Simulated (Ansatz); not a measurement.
**Ti: how the free axis answers a strain**

Ti, P6_3/mmc, a = 2.938 Å, c = 4.651 Å. Ansatz: PBE, PAW, 420 eV, Γ-centred 24×24×12 mesh on 2 atoms, Gaussian smearing 0.10 eV; no spin polarisation. Series: biaxial strain in the a-b plane, c and atoms relaxed; x is the strain in per cent. y is the change of c in per cent of 4.651 Å.

```
x (%) y (%)
 -3.0   2.57
 -2.0   1.68
 -1.0   0.81
  0.0   0.00
  1.0  -0.78
  2.0      ?
  3.0  -2.32
```

Q: Fit y = c1 x + c2 x² to the other rows, say what c1 measures, and predict the missing y.

A: Least squares on the rows shown. y = −0.8129 x + 0.01387 x². With no stress along c, c1 = −2C13/C33 = -0.813. At x = 2.0 the fit asked for gives -1.57 %. The run gave -1.55 %, so the fit is 0.02 % too low, within twice the rms miss on the fitted rows (0.01 %).